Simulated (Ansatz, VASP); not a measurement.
One calculation of Si, two programs

```
Si
1.0
     0.00000    1.90595    1.90595
     1.90595    0.00000    1.90595
     1.90595    1.90595    0.00000
Si
1
Direct
  0.00000 0.00000 0.00000
```

Alike in both runs: functional PBE; k mesh 6 × 6 × 6; occupations gaussian, width 0.1 eV; no spin polarisation.

Ansatz relaxed the structure, and its values are those at the end. VASP's run is a single point on that final structure, the one shown.

|  | VASP | Ansatz |
| --- | --- | --- |
| version | VASP 6.6.1 | Ansatz 0.2.0 |
| potentials or method | VASP PAW PBE potentials, release 64 (Si) | scalar-relativistic, plane waves, PAW |
| plane-wave cutoff (eV) | 520 | 420 |
| valence electrons in the cell | 4 | 4 |

```csv
,VASP,Ansatz,Ansatz less VASP
gap on the k mesh at the Fermi level (eV),none,none,-
pressure (GPa),-0.2,-0.1,+0.05
```

A gap of «none» marks a metal or a gap that the smearing closes.

Caveats: the k mesh is coarse (spacing up to 0.48 Å⁻¹), so the values aren't converged.
